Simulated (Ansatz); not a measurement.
GaN built on the zincblende prototype: an Ansatz output whose functional has been blanked. The cell was relaxed with r2SCAN and then strained, so it isn't that functional's minimum.

```
Ga N
1.0
     0.00000    2.24895    2.24895
     2.24895    0.00000    2.24895
     2.24895    2.24895    0.00000
Ga N
1 1
Direct
  0.00000 0.00000 0.00000
  0.25000 0.25000 0.25000
```

```
scf.n_extra_bands = 4 over 9 filled bands (N_el = 18.0): the run solves 13 bands
Pseudopotential: Ga, paw, valence charge 13, recommended cutoff 420 eV
Pseudopotential: N, paw, valence charge 5, recommended cutoff 420 eV
Crystal: 2 atoms, lattice volume = 22.749 Å³
Basis set: ecut = 420 eV, 459 PW (Γ)
Symmetry: 24 space group operations
Space group: F-43m (ITA 216)
k-points: 16 of 216 (time reversal used)
hybrid outer 1: dexx = +8.652e-3 eV, tail = 4.16e-5 eV
hybrid outer 2: dexx = +5.459e-7 eV, tail = 1.44e-8 eV, Δε = 4.75e-3 eV
hybrid SCF converged: 2 outer / 10 inner (+2 warm-up)
Free energy (F): -4168.388910 eV
Fermi energy:    8.911473 eV
--- Stress (GPa, compression-positive) ---
       -0.029233       0.000000       0.000000
        0.000000      -0.029233       0.000000
        0.000000       0.000000      -0.029233
  P = ⅓ Tr σ = -0.0292 GPa (-0.292 kbar)
--- Band table (eV; the first three rows and the last of 16) ---
  k-point 0: bands = […, -6.7786, -6.4598, -6.4598, 8.9115, 8.9115, 8.9115, 11.9166, 20.8737, 20.8737, 20.8737]
  k-point 1: bands = […, -6.5728, -6.4614, -6.4614, 6.5180, 8.6186, 8.6186, 13.5757, 19.8225, 21.2656, 21.2656]
  k-point 2: bands = […, -6.4431, -6.4431, -5.6479, 3.1240, 8.0982, 8.0982, 14.8478, 19.2381, 21.1731, 21.1731]
  k-point 15: bands = […, -6.4823, -6.4246, -3.9911, 2.6823, 5.1751, 5.2453, 15.4426, 18.6118, 21.9224, 22.0723]
```

bands.tsv, columns around the gap (it counts bands from 0):
```tsv
# k_distance	band_4	band_5	band_6	band_7	band_8	band_9	band_10	band_11	band_12
# fermi_ev = 8.911473
# [0, 0, 0] at k_distance = 0.000000
# [-0.5, -0.5, 0] at k_distance = 1.396914
# [-0.375, -0.375, 0.25] at k_distance = 1.890797
# [-0.375, 0, 0.375] at k_distance = 2.746229
# [0, 0, 0.5] at k_distance = 3.601660
# [-0.5, -0.25, 0.25] at k_distance = 4.589427
# levels_relative_to = fermi_ev
0.000	-15.371	-15.371	0.000	0.000	0.000	3.005	11.962	11.962	11.962
1.397	-15.300	-13.099	-6.591	-2.925	-2.925	4.453	8.191	13.615	16.080
1.891	-15.337	-12.965	-6.260	-4.605	-2.351	6.226	9.645	12.872	14.756
2.746	-15.337	-12.965	-6.260	-4.605	-2.351	6.226	9.645	12.872	14.756
3.602	-15.332	-13.666	-7.578	-1.047	-1.047	6.120	10.440	11.933	11.933
4.589	-15.360	-12.838	-6.057	-4.045	-3.881	7.527	10.364	11.965	12.654
```
In order the rows are Γ, X, U, K, L, W.

Q: Which level of theory was used?
A. HSE06
B. r2SCAN0
C. PBE0
D. LDA

A: A. HSE06. The exchange loop shows exact exchange. With HSE06 the gap is 3.01 eV and direct, at Γ. The stress of a hybrid is loosely converged here. The log narrows the family; the member has to be judged from the numbers.

Command: `ansatz run input.yaml --threads 4 --pin off --max-ram 4608MiB --backend cpu --events-out ev --progress --plain --runs-dir out`. Wall time 22 s on 4 threads of Intel(R) Xeon(R) Platinum 8259CL CPU @ 2.50GHz (Skylake/Cascade Lake), with other jobs on the host, load about 0.8 per core; peak host memory 0.82 GiB.

The values are computed, spin-unpolarised, and not measurements.

The meshes of the hybrids are coarse, so their gaps aren't converged to the digits shown.
